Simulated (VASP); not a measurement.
Input of a VASP 6.6.1 run:

The input INCAR:

```
ALGO = Normal
EDIFF = 1E-7
ENCUT = 520
GGA = PE
ISIF = 2
ISMEAR = 0
LASPH = True
LCHARG = False
LREAL = False
LWAVE = False
NELM = 100
PREC = Accurate
SIGMA = 0.025
```

File KPOINTS:

```
k-points
0
Gamma
  8 8 8
```

File POSCAR:

```
BeTe
1.0
    0.0000000000      2.7700000000      2.7700000000
    2.7700000000      0.0000000000      2.7700000000
    2.7700000000      2.7700000000      0.0000000000
Te Be
1 1
Direct
    0.7500000000      0.7500000000      0.7500000000
    0.0000000000      0.0000000000      0.0000000000
```

Potentials or basis: VASP PAW PBE potentials, release 64 (Te, Be).

Run with:

```bash
$ cat potpaw_PBE.64/Te/POTCAR potpaw_PBE.64/Be/POTCAR > POTCAR
$ mpirun -np 1 vasp_std > vasp.out
```

Question: Predict the band gap on the k mesh.

Answer: 1.85 eV, indirect (least direct gap 3.56 eV).

Question: What does it give for the pressure?

Answer: 4.5 GPa.

Caveat: spin-orbit coupling is left out, which moves the levels of the heavy elements. A k mesh can miss the band edges.
